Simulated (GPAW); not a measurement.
# V: equation of state with vdW-DF

The system is V.

```xyz
1
Lattice="-1.5144 1.5144 1.5144 1.5144 -1.5144 1.5144 1.5144 1.5144 -1.5144" Properties=species:S:1:pos:R:3 pbc="T T T"
V     0.0000    0.0000    0.0000
```

```json
{
  "Program": "GPAW 26.7.0",
  "Task": "equation of state",
  "Functional": "vdW-DF",
  "Potentials or basis": "GPAW PAW data sets (gpaw-data 1.2.1)",
  "Cutoff": "600 eV",
  "Basis": "pw",
  "k mesh": "10 × 10 × 10",
  "Occupations": "fermi-dirac, width 0.05 eV",
  "Spin": "collinear spin, ferromagnetic start",
  "Starting moments": "[2.0] μB"
}
```

| Item | Value |
| --- | --- |
| Equilibrium volume | 14.30 Å³/atom |
| Bulk modulus | 164 GPa |
| Pressure derivative of the bulk modulus | 3.7 |

Energy against volume, from the lowest point:
| volume (Å³/atom) | energy (meV/atom) |
| --- | --- |
| 13.058 | 62.96 |
| 13.336 | 36.45 |
| 13.613 | 17.54 |
| 13.891 | 5.59 |
| 14.169 | 0.00 |
| 14.447 | 0.00 |
| 14.725 | 5.46 |

Run time: 100 s on 1 thread of Arm Neoverse V2, on a shared host, peak memory 0.23 GiB.

Caveat: the PAW data sets were made with another functional, which shifts forces and pressure a little. Zero-point motion and thermal expansion aren't in these numbers.
